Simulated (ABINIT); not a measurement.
Crystal: CdSe (Cadmoselite).

```
CELL_PARAMETERS angstrom
4.30000 0.00000 0.00000
-2.15000 3.72391 0.00000
0.00000 0.00000 7.02000
ATOMIC_POSITIONS crystal
Cd 0.66667 0.33333 0.50000
Cd 0.33333 0.66667 0.00000
Se 0.66667 0.33333 0.88500
Se 0.33333 0.66667 0.38500
```

Base run:

```yaml
Program: ABINIT 10.8.3 (patched build)
Functional: PBE
Potentials_or_basis: JTH PAW PBE v2.0
Cutoff: 707 eV
k_mesh: 7 × 7 × 4
Occupations: fermi-dirac, width 0.05 eV
Spin: no spin polarisation
```

Its results: band gap on the k mesh 0.69 eV, direct; pressure 2.9 GPa; largest force 0.285 eV/Å.

Question: The run is repeated on the same cell with these changes: functional from PBE to r2SCAN. What comes out?

Answer: Band gap on the k mesh 1.17 eV, direct; pressure 1.4 GPa; largest force 0.282 eV/Å.

r2SCAN gives the wider gap, since meta-GGAs in the generalised Kohn-Sham scheme recover part of the derivative discontinuity.

Caveats: the PAW data sets were made with another functional, which shifts forces and pressure a little (some runs).

